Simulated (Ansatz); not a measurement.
**PtTe: strain energy, fitted**

PtTe, P6_3/mmc, a = 4.223 Å, c = 5.542 Å. The structure is a COD entry; whether it is the stable form wasn't checked. Ansatz: PBEsol, PAW, 420 eV, Γ-centred 12×12×10 mesh on 4 atoms, Gaussian smearing 0.10 eV; no spin polarisation. Series: biaxial strain in the a-b plane, c and atoms relaxed; x is the strain in per cent. y is the free energy over the unstrained cell, V0 = 21.398 Å³/atom.

```
x (%) y (meV/atom)
 -3.0         24.57
 -2.0             ?
 -1.0          3.10
  0.0          0.00
  1.0          2.46
  2.0         10.59
  3.0         24.29
```

Fit y = c2 x² + c3 x³ to the other rows, turn c2 into a modulus, and predict the missing energy.

Least squares on the rows shown. y = 2.7104 x² − 0.0067016 x³. In eV per unit strain² c2 is 27.10; M is the biaxial modulus (E = M V0 ε²): 27.10 × 160.2 / (21.398) = 203 GPa. The unstrained cell keeps some stress along the strain, worth a slope of -0.25 meV/atom per %, which the form leaves out. At x = -2.0 the fit asked for gives 10.90 meV/atom. The run gave 11.38 meV/atom, so the fit is 0.48 meV/atom too low, 2 % of the span of the series, against an rms of 0.22 meV/atom on the fitted rows. With a term in x⁴ added, a fit to the same known rows predicts 10.78 meV/atom, further off still.

Spin–orbit coupling is left out, which can shift energies with elements as heavy as these.

Cost: 7 runs of about 9.4 core-minutes in all, on Intel Xeon Platinum 8259CL (Skylake/Cascade Lake) (shared hosts).